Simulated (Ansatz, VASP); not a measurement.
Two plane-wave programs on Ni

```
CELL_PARAMETERS angstrom
0.00000 1.49214 1.49214
1.49214 0.00000 1.49214
1.49214 1.49214 0.00000
ATOMIC_POSITIONS crystal
Ni 0.00000 0.00000 0.00000
```

Alike in both runs: functional PBE; k mesh 22 × 22 × 22; occupations fermi-dirac, width 0.1 eV; collinear spin.

Ansatz relaxed the structure, and its values are those at the end. VASP's run is a single point on that final structure, the one shown.

|  | VASP | Ansatz |
| --- | --- | --- |
| version | VASP 6.6.1 | Ansatz 0.2.0 |
| potentials or method | VASP PAW PBE potentials, release 64 (Ni) | PAW with Ansatz's default frozen-core files, scalar-relativistic |
| plane-wave cutoff (eV) | 520 | 420 |
| valence electrons in the cell | 10 | 18 |

|  | VASP | Ansatz | Ansatz less VASP |
| --- | --- | --- | --- |
| net moment per atom (μB) | 0.39 | 0.39 | +0.007 |
| size of the moment on the site where the two differ most (μB) | 0.37 | 0.41 | +0.043 |

Site moments also hang on the region over which each program counts them. The two sets of potentials don't hold the same shells in valence.
